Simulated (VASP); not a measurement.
# Te2Pt in VASP: notebook

One slab, Te2Pt, is run at these levels: PBE; tasks: single point.

Everything below comes from runs of VASP 6.6.1. Logs are shortened: lines on timing, memory, paths and dates and some standing lists are left out, and cuts for length are marked.

### 1 The structure

The cell holds a slab with vacuum, 3 atoms: a = 4.010 Å, b = 4.010 Å, c = 17.601 Å, α = 90.00°, β = 90.00°, γ = 120.00°.

### 2 Single point, PBE

INCAR reads:

```
SYSTEM = Te2Pt
PREC = Accurate ; ENCUT = 650
EDIFF = 1E-7 ; ISMEAR = 0
SIGMA = 0.05 ; LREAL = .False.
LASPH = .True. ; NELM = 120
ALGO = Normal ; ISIF = 2
LWAVE = .False. ; LCHARG = .False.
LDIPOL = .True. ; IDIPOL = 3
DIPOL = 0.5 0.5 0.500 ; GGA = PE
NBANDS = 22 ; LVHAR = .True.
LVACPOTAV = .True.
```

KPOINTS reads:

```
Automatic mesh
0
Gamma
  8 8 1
  0 0 0
```

POSCAR reads:

```
Te2Pt
1.0
    4.0100000000      0.0000000000      0.0000000000
   -2.0050000000      3.4727618700      0.0000000000
    0.0000000000      0.0000000000     17.6005000000
Te Pt
2 1
Direct
    0.6666666667      0.3333333333      0.4261242578
    0.3333333333      0.6666666667      0.5738757422
    0.0000000000      0.0000000000      0.5000000000
```

Potentials or basis: VASP PAW PBE potentials, release 64 (Te, Pt).

Started as:

```
$ cat potpaw_PBE.64/Te/POTCAR potpaw_PBE.64/Pt/POTCAR > POTCAR
$ mpirun -np 1 vasp_std > vasp.out
```

OUTCAR:

```text
SYSTEM = Te2Pt
   PREC = Accurate
   ENCUT = 650
   EDIFF = 1E-7
   ISMEAR = 0
   LREAL = .False.
   LASPH = .True.
   NELM = 120
   ISIF = 2
   GGA = PE

 Found     10 irreducible k-points:

 Following reciprocal coordinates:
            Coordinates               Weight
  0.000000  0.000000  0.000000      1.000000
  0.125000  0.000000  0.000000      6.000000
  0.250000  0.000000  0.000000      6.000000
  0.375000  0.000000  0.000000      6.000000
  0.500000  0.000000  0.000000      3.000000
  0.125000  0.125000  0.000000      6.000000
   k-points           NKPTS =     10   k-points in BZ     NKDIM =     10   number of bands    NBANDS=     22
   number of dos      NEDOS =    301   number of ions     NIONS =      3
   total plane-waves  NPLWV = 194400
   dimension x,y,z NGX =    36 NGY =   36 NGZ =  150
   dimension x,y,z NGXF=    72 NGYF=   72 NGZF=  300
   ions per type =               2   1
   NGX,Y,Z   is equivalent  to a cutoff of  14.92, 14.92, 14.17 a.u.
   NGXF,Y,Z  is equivalent  to a cutoff of  29.85, 29.85, 28.34 a.u.
 SYSTEM =  Te2Pt
   PREC   = accura    normal or accurate (medium, high low for compatibility)
   ISTART =      0    job   : 0-new  1-cont  2-samecut
   ICHARG =      2    charge: 1-file 2-atom 10-const
   ISPIN  =      1    spin polarized calculation?
   LNONCOLLINEAR =      F non collinear calculations
   LSORBIT =      F    spin-orbit coupling
   LASPH  =      T    aspherical Exc in radial PAW
   ENCUT  =  650.0 eV  47.77 Ry    6.91 a.u.   8.34  8.34 36.59*2*pi/ulx,y,z
   NELM   =    120;   NELMIN=  2; NELMDL= -5     # of ELM steps
   EDIFF  = 0.1E-06   stopping-criterion for ELM
   LREAL  =      F    real-space projection
   EDIFFG = 0.1E-05   stopping-criterion for IOM
   NSW    =      0    number of steps for IOM
   IBRION =     -1    ionic relax: 0-MD 1-quasi-New 2-CG
   NFREE  =      0    steps in history (QN), initial steepest desc. (CG)
   ISIF   =      2    stress and relaxation
   ISYM   =      2    0-nonsym 1-usesym 2-fastsym
   POTIM  = 0.5000    time-step for ionic-motion
   TEBEG  =    0.0;   TEEND  =   0.0 temperature during run
   PSTRESS=    0.0 pullay stress
   NELECT =      22.0000    total number of electrons
   NUPDOWN=      -1.0000    fix difference up-down
   EMIN   =  10.00;   EMAX   =-10.00  energy-range for DOS
   EFERMI =   0.00;   METHOD = LEGACY
   ISMEAR =     0;   SIGMA  =   0.05  broadening in eV -4-tet -1-fermi 0-gaus
   EFERMI_NEDOS =   21; number of points for ismear=-14 and -15
   IALGO  =     38    algorithm
   IMIX   =      4    mixing-type and parameters
     AMIX     =   0.40;   BMIX     =  1.00
     AMIX_MAG =   1.60;   BMIX_MAG =  1.00
  volume/ion in A,a.u.               =      81.70       551.34
  Fermi-wavevector in a.u.,A,eV,Ry     =   0.732995  1.385159  7.310158  0.537281
  Thomas-Fermi vector in A             =   1.825595
   LORBIT       =      0    0 simple, 1 ext, 2 COOP (PROOUT), +10 PAW based schemes
   GGA     = PE    functional components
   LHFCALC =     F    Hartree Fock is set to
   AEXX    =    0.0000 exact exchange contribution
   IVDW    =     0    specifies the selected vdW correction
   LEPSILON=     F    determine dielectric tensor
   LRPA    =     F    only Hartree local field effects (RPA)
 non-spin polarized calculation
 Gauss-broadening in eV      SIGMA  =   0.05
  energy-cutoff  :      650.00
  volume of cell :      245.10
 maximum number of plane-waves:      9271
 NGX is ok and might be reduce to    36
   NGX = 17   NGY = 17   NGZ = 73

 number of electron      22.0000000 magnetization

 dipolmoment           0.000000      0.000000     -0.000000 electrons x Angstroem

 Free energy of the ion-electron system (eV)
  ---------------------------------------------------
  ext. energy  EPLUGINS =         0.00000000
  ---------------------------------------------------
  free energy    TOTEN  =       -13.38897014 eV

  energy without entropy =      -13.38897014  energy(sigma->0) =      -13.38897014

 E-fermi :  -0.6564     XC(G=0):  -3.9133

 val. band max:       -0.8827768437   @ k =   0.1250   0.1250   0.0000
 cond. band min:      -0.0440356517   @ k =   0.2500   0.0000   0.0000
 fundamental gap:      0.8387411920
 Fermi energy:        -0.6563857354

 k-point     1 :       0.0000    0.0000    0.0000
  band No.  band energies     occupation
      1     -14.1437      2.00000
      2     -11.6901      2.00000
      3      -6.4118      2.00000
      4      -6.4118      2.00000
      5      -6.0719      2.00000
      6      -4.4347      2.00000
      7      -4.4347      2.00000
      8      -2.6705      2.00000
      9      -1.4454      2.00000
     10      -0.9926      2.00000
     11      -0.9926      2.00000
     12       1.5855      0.00000
     13       1.5855      0.00000
     14       2.9821      0.00000
     15       2.9967      0.00000
     16       3.9277      0.00000
     17       4.1400      0.00000
     18       5.2140      0.00000
     19       5.2140      0.00000
     20       5.2614      0.00000
     21       6.0140      0.00000
     22       7.6010      0.00000

 k-point     2 :       0.1250    0.0000    0.0000
  band No.  band energies     occupation
      1     -13.9678      2.00000
      2     -11.7137      2.00000
      3      -6.4193      2.00000
      4      -6.3164      2.00000
      5      -5.9373      2.00000
      6      -4.5867      2.00000
      7      -4.5168      2.00000
      8      -3.0417      2.00000
      9      -1.4895      2.00000
     10      -1.1817      2.00000
     11      -1.1447      2.00000
     12       0.5911      0.00000
     13       1.3740      0.00000
     14       3.3726      0.00000
     15       3.4788      0.00000
     16       3.9811      0.00000
     17       4.4958      0.00000
     18       4.8485      0.00000
     19       5.8836      0.00000
     20       5.8869      0.00000
     21       6.2759      0.00000
     22       7.4694      0.00000

 k-point     3 :       0.2500    0.0000    0.0000
  band No.  band energies     occupation
      1     -13.4764      2.00000
      2     -11.7890      2.00000
      3      -6.4000      2.00000
      4      -6.0846      2.00000
      5      -5.6771      2.00000
      6      -5.1064      2.00000
      7      -4.6279      2.00000
      8      -3.6840      2.00000
      9      -2.2579      2.00000
     10      -1.8376      2.00000
     11      -1.1025      2.00000
     12      -0.0440      0.00000
     13       1.2630      0.00000
     14       2.9915      0.00000
     15       4.0057      0.00000
     16       4.1201      0.00000
     17       5.1696      0.00000
     18       5.6009      0.00000
     19       5.9042      0.00000
     20       7.0362      0.00000
     21       7.1803      0.00000
     22       7.6058      0.00000

 k-point     4 :       0.3750    0.0000    0.0000
  band No.  band energies     occupation
      1     -12.8060      2.00000
      2     -11.9318      2.00000
      3      -6.8915      2.00000
      4      -5.8944      2.00000
      5      -5.6430      2.00000
      6      -4.9462      2.00000
      7      -4.4783      2.00000
      8      -3.8864      2.00000
      9      -3.2128      2.00000
     10      -2.7354      2.00000
     11      -1.9323      2.00000
     12       0.6232      0.00000
     13       1.3583      0.00000
     14       2.4535      0.00000
     15       4.4026      0.00000
     16       4.7622      0.00000
     17       5.1086      0.00000
     18       6.1933      0.00000
     19       6.4952      0.00000
     20       6.8864      0.00000
     21       7.1025      0.00000
     22       7.6464      0.00000

 k-point     5 :       0.5000    0.0000    0.0000
  band No.  band energies     occupation
      1     -12.2594      2.00000
      2     -12.2019      2.00000
      3      -7.3719      2.00000
      4      -5.8485      2.00000
      5      -5.1672      2.00000
      6      -4.9878      2.00000
      7      -4.1608      2.00000
      8      -4.0688      2.00000
      9      -3.4481      2.00000
     10      -3.3202      2.00000
     11      -2.4173      2.00000
     12       0.9358      0.00000
     13       1.4173      0.00000
     14       2.3685      0.00000
     15       4.1685      0.00000
     16       5.2328      0.00000
     17       5.5767      0.00000
     18       6.3462      0.00000
     19       6.3734      0.00000
     20       6.9584      0.00000
     21       7.1895      0.00000
     22       7.5870      0.00000

 k-point     6 :       0.1250    0.1250    0.0000
  band No.  band energies     occupation
      1     -13.6334      2.00000
      2     -11.7621      2.00000
      3      -6.3809      2.00000
      4      -6.1651      2.00000
      5      -5.7280      2.00000
      6      -4.8201      2.00000
      7      -4.7422      2.00000
      8      -3.5999      2.00000
      9      -1.9581      2.00000
     10      -1.7750      2.00000
     11      -0.8828      2.00000
     12       0.2910      0.00000
     13       0.6715      0.00000
     14       3.8495      0.00000
     15       3.9220      0.00000
     16       4.0165      0.00000
     17       4.8687      0.00000
     18       5.1099      0.00000
     19       5.8501      0.00000
     20       6.6400      0.00000
     21       6.9744      0.00000
     22       7.6800      0.00000

 [... further k-points ...]

------------------------ aborting loop because EDIFF is reached ----------------------------------------

  FORCE on cell =-STRESS in cart. coord.  units (eV):
  Direction    XX          YY          ZZ          XY          YZ          ZX
  --------------------------------------------------------------------------------------
  -------------------------------------------------------------------------------------
  Total        2.5483749      2.5483749      2.8475090      0.0000000      0.0000000      0.0000000
  in kB       16.6582557     16.6582557     18.6136400      0.0000000      0.0000000      0.0000000
  external PRESSURE =      17.3100505 kB  Pullay stress =       0.0000000 kB

 VOLUME and BASIS-vectors are now :
 -----------------------------------------------------------------------------
  energy-cutoff  :      650.00
  volume of cell :      245.10
      direct lattice vectors                 reciprocal lattice vectors
     4.010000000  0.000000000  0.000000000     0.249376559  0.143977623  0.000000000
    -2.005000000  3.472761870  0.000000000     0.000000000  0.287955246  0.000000000
     0.000000000  0.000000000 17.600500000     0.000000000  0.000000000  0.056816568

 POSITION                                       TOTAL-FORCE (eV/Angst)
 -----------------------------------------------------------------------------------
      2.00500      1.15759      7.50000         0.000000     -0.000000     -1.096560
     -0.00000      2.31517     10.10050        -0.000000      0.000000      1.096560
      0.00000      0.00000      8.80025         0.000000      0.000000      0.000000
 -----------------------------------------------------------------------------------
    total drift:                                0.000000      0.000000      0.000000

  FREE ENERGIE OF THE ION-ELECTRON SYSTEM (eV)
  ---------------------------------------------------
  free  energy   TOTEN  =       -13.3889701427 eV

  energy  without entropy=      -13.3889701427  energy(sigma->0) =      -13.38897014

 vacuum level on the upper side and lower side of the slab         3.913         3.913
```

It took 68 s on 1 thread of Intel Xeon 6975P-C (Granite Rapids), shared host; peak memory 0.47 GiB.

The run converged, but some of its settings lie outside the range that counts as converged, so its numbers aren't taken as properties of the slab.

Results:

* Free energy: -13.3890 eV
* Largest force: 1.097 eV/Å
* Band gap on the k mesh: 0.84 eV, indirect (least direct gap 1.06 eV)
* Ionisation potential of the upper face: 4.80 eV

Caveat: spin-orbit coupling is left out, which moves the levels of the heavy elements.

(Continued in part 2 of 2.)
